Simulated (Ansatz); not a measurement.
Level of theory: DFT PBE, scalar-relativistic, plane waves, PAW in Ansatz. Settings: cutoff 420 eV, Γ-centred meshes spaced at most about 0.3 Å⁻¹, and about 0.25 Å⁻¹ or finer for metals (2π included), Gaussian smearing. No spin polarisation.

Temperature and zero-point effects are left out.

Two forms of Ta4H3 were relaxed alike.

1. Space group P-42m (No. 111), tetragonal, a = 4.823 Å, c = 3.467 Å. Around Ta lie 3 H at 1.92–1.94 Å and 8 Ta at 2.90–3.04 Å; around H on a site of symmetry 222 lie 4 Ta at 1.92 Å; H on a site of symmetry -42m has 4 Ta at 1.94 Å.

2. Space group P-42m (No. 111), tetragonal, a = 4.093 Å, c = 4.946 Å. Ta has 3 H at 1.90–1.95 Å, 4 Ta at 2.84–2.95 Å and 8 Ta at 3.12–3.30 Å; H on its first site has 4 Ta at 1.95 Å and 2 H at 2.47 Å; H on its second site has 4 Ta at 1.90 Å and 2 H at 2.47 Å; H on its third site is surrounded by 4 Ta at 1.91 Å.

Problem. Which form is favoured at zero pressure, and by what margin per atom?

Solution. Cell 1 is lower, by 103 meV/atom. Cell 1 has space group P-42m (No. 111), 11.5 Å³/atom and no gap on its mesh; cell 2 has space group P-42m (No. 111), 11.8 Å³/atom and no gap. Both come from invented guesses. The lowest form computed isn't among them: it has space group P222 (No. 16), 11.5 Å³/atom and lies 6 meV/atom below the best shown.

Spin–orbit coupling, which can matter for Ta, is left out. With hydrogen, zero-point motion can shift such differences by 10 meV/atom or more. Cells relaxed within their symmetry can be saddle points. Some types were kept out of the candidates beforehand, so the set may lack a known form.
